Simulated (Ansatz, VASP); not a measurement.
## AlN: VASP beside Ansatz

```xyz
4
Lattice="3.1732 0.0000 0.0000 -1.5866 2.7481 0.0000 0.0000 0.0000 4.9780" Properties=species:S:1:pos:R:3 pbc="T T T"
Al    0.0000    1.8321    0.0000
Al    1.5866    0.9160    2.4890
N     0.0000    1.8321    1.9165
N     1.5866    0.9160    4.4055
```

Change from the starting cell: equal xx and yy strain of +2 %.

Alike in both runs: task single point; functional PBEsol; k mesh 10 × 10 × 6; occupations fermi-dirac, width 0.03 eV; no spin polarisation.

|  | VASP | Ansatz |
| --- | --- | --- |
| version | VASP 6.6.1 | Ansatz 0.2.0 |
| potentials or method | VASP PAW PBE potentials, release 64 (Al, N), cutoff 520 eV | all-electron LAPW, scalar-relativistic |

Ansatz gave:

| Quantity | Value |
| --- | --- |
| gap on the k mesh at the Fermi level (eV) | 3.70 |
| pressure (GPa) | -7.2 |
| largest component of the traceless stress (GPa) | 3.86 |
| rms of the force components (eV/Å) | 0.011 |

Task: Estimate VASP's values.

Result: gap on the k mesh at the Fermi level (eV): 3.70; pressure (GPa): -7.2; largest component of the traceless stress (GPa): 3.90; rms of the force components (eV/Å): 0.013.

Atom by atom the forces differ by 0.002 eV/Å (rms over components). Ansatz ran all-electron here, so the differences hold the error of VASP's frozen core and of both bases.

Caveats: the PAW data sets were made with another functional, which shifts forces and pressure a little (VASP).
